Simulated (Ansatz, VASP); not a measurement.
## PtSe2: VASP beside Ansatz

```
Pt Se
1.0
     3.75354    0.00000    0.00000
    -1.87677    3.25066    0.00000
     0.00000    0.00000    6.30487
Pt Se
1 2
Direct
  0.00000 0.00000 0.00000
  0.66667 0.33333 0.79293
  0.33333 0.66667 0.20707
```

Alike in both runs: functional PBE; k mesh 12 × 12 × 6; occupations gaussian, width 0.02 eV; no spin polarisation.

Ansatz relaxed the structure, and its values are those at the end. VASP's run is a single point on that final structure, the one shown.

|  | VASP | Ansatz |
| --- | --- | --- |
| version | VASP 6.6.1 | Ansatz 0.2.0 |
| potentials or method | VASP PAW PBE potentials, release 64 (Pt, Se) | scalar-relativistic, plane waves, PAW |
| plane-wave cutoff (eV) | 520 | 420 |
| valence electrons in the cell | 22 | 50 |

Ansatz gave:

* gap on the k mesh at the Fermi level (eV): 0.72
* least direct gap on the mesh (eV): 0.99
* pressure (GPa): 0.0

**Question.** Which values does VASP return?

**Answer.** gap on the k mesh at the Fermi level (eV): 0.71; least direct gap on the mesh (eV): 0.98; pressure (GPa): 0.0.

The functional is the same, so the differences come from potentials, cutoffs and numerics. The two sets of potentials don't hold the same shells in valence.

Caveats: spin-orbit coupling is left out, which moves the levels of the heavy elements; this functional lacks dispersion, which binds the layers, so the pressure and a relaxed spacing across them are unreliable. A k mesh can miss the band edges.
